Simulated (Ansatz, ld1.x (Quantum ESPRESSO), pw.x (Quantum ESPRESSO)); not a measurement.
## Equation-of-state test of one TM potential (B (Z = 5))

- Element: B
- Generator: ld1.x (Quantum ESPRESSO) 7.5
- Type: norm-conserving Troullier–Martins (Kleinman–Bylander form)
- Functional: PBE
- Relativity: scalar-relativistic
- Frozen core: [He]
- Valence charge: 3
- Reference configuration: 2s2 2p1
- Partial waves: 2s (bound): rc 1.55 bohr; 2p (bound): rc 3.65 bohr; 3d channel at -0.1 Ry: rc 2.75 bohr
- Local potential: the d channel
- Core correction: a·sin(br)/r model core inside 1.35 bohr

Crystal test: fcc B in pw.x 7.5, no spin, 18³ k-points, Fermi–Dirac smearing 0.01 Ry, cutoffs 60/240 Ry. The reference is all-electron LAPW (Ansatz 0.2.0) with the same functional, mesh and smearing; V0 and B0 come from Birch–Murnaghan fits to the pressures at five volumes. Errors are pseudo minus all-electron; Δ is the rms difference of the E(V) curves that follow from these fits, minima aligned, over ±6 % about the mean V0. Mesh and smearing are coarse, so the numbers serve the comparison and aren't converged zero-temperature values; the lattice is a test structure that the element need not adopt.

```csv
V (Å³/atom),P all-electron (GPa),P pseudo (GPa)
5.603,14.83,-84.02
5.751,6.76,-82.12
5.898,-0.40,-80.32
6.045,-6.74,-78.61
6.193,-12.37,-76.98
```

All-electron: a0 = 2.867 Å (V0 = 5.89 Å³/atom), B0 = 270.8 GPa.

Pseudopotential: mean pressure error (GPa): -80.83. The pressure does not cross zero within the volumes sampled, so no fit is given. The largest radius (3.65 bohr) exceeds half the bond length (1.92 bohr), so the spheres overlap, which is one possible source of error among others. This is a poor potential for the solid. The pseudo pressure rises with volume over the whole range, a mechanical instability. Atomic configuration tests: 1 of 7 tests not solved or not reliable.

Q: At the middle volume, how do free energy and pressure move when the wave cutoff is lowered (ecutrho kept at four times it)?

A:

```csv
cutoff (Ry),shift of F (meV/atom),shift of P (GPa)
27,+15.2,-0.02
36,+13.4,-0.26
48,+4.2,-0.42
```

The run at the middle volume (195 k-points, 5 iterations) took about 2.2 s on one core of a shared host (Neoverse-V2, 96 threads, 742 GiB, load 32).
